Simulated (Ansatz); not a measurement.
The system is P.

```
P
1.0
     1.64774   -5.46504    0.00000
     1.64774    5.46504    0.00000
     0.00000    0.00000    4.54364
P
4
Cartesian
  1.6477 -4.4173 2.6754
  1.6477 4.4173 1.8683
  1.6477 -1.0477 0.4035
  1.6477 1.0477 4.1401
```

Base run:

| Quantity | Value |
| --- | --- |
| Program | Ansatz 0.2.0 |
| Functional | PBE |
| Potentials or basis | all-electron LAPW, scalar-relativistic |
| Cutoff | 221 eV (chosen from the basis error) |
| Basis error allowed | 0.002 eV/atom |
| k mesh | 6 × 6 × 4 |
| Occupations | fermi-dirac, width 0.04 eV |
| Spin | no spin polarisation |

Its results: band gap on the k mesh 0.10 eV, direct; pressure 2.1 GPa; largest force 0.339 eV/Å.

Problem. The run is repeated on the same cell with these changes: k mesh from 6 × 6 × 4 to 3 × 3 × 2; occupations from fermi-dirac, width 0.04 eV to fermi-dirac, width 0.02 eV. What comes out?

Solution. Band gap on the k mesh 0.65 eV, indirect (least direct gap 0.86 eV); pressure 2.4 GPa; largest force 0.362 eV/Å.

Caveats: some runs use coarse meshes; an odd mesh through Γ misses points on the zone boundary, where band edges often lie (some runs).
